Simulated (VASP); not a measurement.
Input of a VASP 6.6.1 run:

Contents of INCAR:

```
SYSTEM = GaAs
PREC = Accurate
ENCUT = 520
EDIFF = 1E-7
ISMEAR = 0
SIGMA = 0.011
LREAL = .False.
LASPH = .True.
NELM = 60
ALGO = Normal
ISIF = 2
LWAVE = .False.
LCHARG = .True.
GGA = PE
LELF = .True.
LVHAR = .True.
NBANDS = 16
```

File KPOINTS:

```
Automatic mesh
0
Gamma
  8 8 8
  0 0 0
```

The input POSCAR:

```
GaAs
1.0
    0.0000000000      2.8268500000      2.8268500000
    2.8268500000      0.0000000000      2.8268500000
    2.8268500000      2.8268500000      0.0000000000
As Ga
1 1
Direct
    0.7500000000      0.7500000000      0.7500000000
    0.0000000000      0.0000000000      0.0000000000
```

Potentials or basis: VASP PAW PBE potentials, release 64 (As, Ga_d).

Command:

```bash
$ cat potpaw_PBE.64/As/POTCAR potpaw_PBE.64/Ga_d/POTCAR > POTCAR
$ mpirun -np 1 vasp_std > vasp.out
```

Problem. Estimate the band gap on the k mesh.

Solution. 0.52 eV, direct.

Problem. Predict the pressure.

Solution. 3.5 GPa.

**What was measured.**

“Evidence of valence band perturbations in GaAsN/GaAs(001): A combined variable-angle spectroscopic ellipsometry and modulated photoreflectance investigation”, 2008, arxiv:0805.2212 reports, for a bulk crystal of GaAs at 300 K: band gap 1.412 ± 0.01 eV (direct).

A measured gap of GaAs is 1.412 eV (direct; 300 K; “Evidence of valence band perturbations in GaAsN/GaAs(001): A combined variable-angle spectroscopic ellipsometry and modulated photoreflectance investigation”, 2008, arxiv:0805.2212); the calculated 0.52 eV misses it by -0.89 eV. 3 values of this kind are on record (1.412 to 1.51 eV); this one was drawn at random among those near their median, those with a stated uncertainty first. Spin-orbit coupling on As, Ga is left out. The value is that of PBE on a finite k mesh, which can miss the band edges, without temperature or zero-point motion. Semilocal functionals fall short of measured gaps as a rule.
